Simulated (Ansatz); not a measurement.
BN from a database of computed structures, 2 atoms and 8 valence electrons in a cell of about 18 Å³, was run 9 times in the plane-wave code Ansatz, each time on 2 threads of Arm Neoverse V2, on a shared host. The times are single readings and vary with the host's load.

```csv
run,k mesh,irreducible k,cutoff (eV),plane waves,bands,SCF iterations,wall time,peak host memory (GiB)
"G0W0, r2SCAN, 28 empty bands, 80 eV",6×6×6,112,500,449,8,7,47 s,0.33
"G0W0, r2SCAN, 66 empty bands, 140 eV",6×6×6,112,500,449,8,7,99 s,0.45
"G0W0, r2SCAN, 121 empty bands, 210 eV",6×6×6,112,500,449,8,7,4.7 min,0.7
"G0W0, HSE06, 66 empty bands, 140 eV",6×6×6,112,420,347,8,10,2 min,0.83
"G0W0, LDA, 66 empty bands, 140 eV",6×6×6,112,420,347,8,6,84 s,0.39
"G0W0, PBE, 66 empty bands, 140 eV",6×6×6,112,420,347,8,6,87 s,0.39
"G0W0, r2SCAN, 66 empty bands, 140 eV, plasmon pole",6×6×6,112,500,449,8,7,110 s,0.45
"G0W0, r2SCAN, 28 empty bands, 80 eV",10×10×10,504,500,449,8,7,15 min,0.58
"G0W0, r2SCAN, 66 empty bands, 140 eV, norm-conserving",6×6×6,112,1252,1775,8,7,3.6 min,0.61
```

The slowest run (G0W0, r2SCAN, 28 empty bands, 80 eV) took about 19 times as long as the quickest (G0W0, r2SCAN, 28 empty bands, 80 eV).
